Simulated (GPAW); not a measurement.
Runs of GPAW 26.7.0 on MoS2. The cell holds a slab with vacuum, 3 atoms: a = 3.184 Å, b = 3.184 Å, c = 17.335 Å, α = 90.00°, β = 90.00°, γ = 120.00°. 

```tsv
level	spin	U	k mesh	band points	spin axis theta (degrees)	spin axis phi (degrees)	soc after scf	gap on the mesh (eV)	largest force (eV/Å)
PBEsol+U	off	Mo d U = 6 eV	8 × 8 × 2	80	-	-	-	-	0.02
PBEsol+U	off	Mo d U = 1 eV	8 × 8 × 2	80	-	-	-	1.75	(d)
PBEsol	off	-	8 × 8 × 2	80	-	-	-	1.76	0.15
PBEsol	SOC, no magnetisation	-	10 × 10 × 2	100	90	45	second variation	1.70	0.15
PBEsol+U	off	Mo d U = 3 eV	8 × 8 × 2	80	-	-	-	1.72	(b)
PBEsol	off	-	10 × 10 × 2	100	-	-	-	1.71	0.15
PBEsol+U	off	Mo d U = 2 eV	8 × 8 × 2	80	-	-	-	1.74	(a)
PBEsol+U	off	Mo d U = 4 eV	8 × 8 × 2	80	-	-	-	-	(c)
```

Alike in all rows: task band structure; potentials or basis PAW data sets generated in the run's folder for this functional, pw; cell as given; cutoff (eV) 600; smearing fermi-dirac 0.05 eV.

Task: Estimate the missing entries.

Result: (a) 0.12; (b) 0.10; (c) 0.09; (d) 0.13.

Caveats: spin-orbit coupling was added after a scalar SCF, so levels and gaps hold it while energy, forces, pressure and moments don't (some runs); this program's spin-orbit splittings come out too wide for heavy elements (some runs).

A k mesh can miss the band edges, and rows without SOC leave out spin-orbit coupling on Mo.
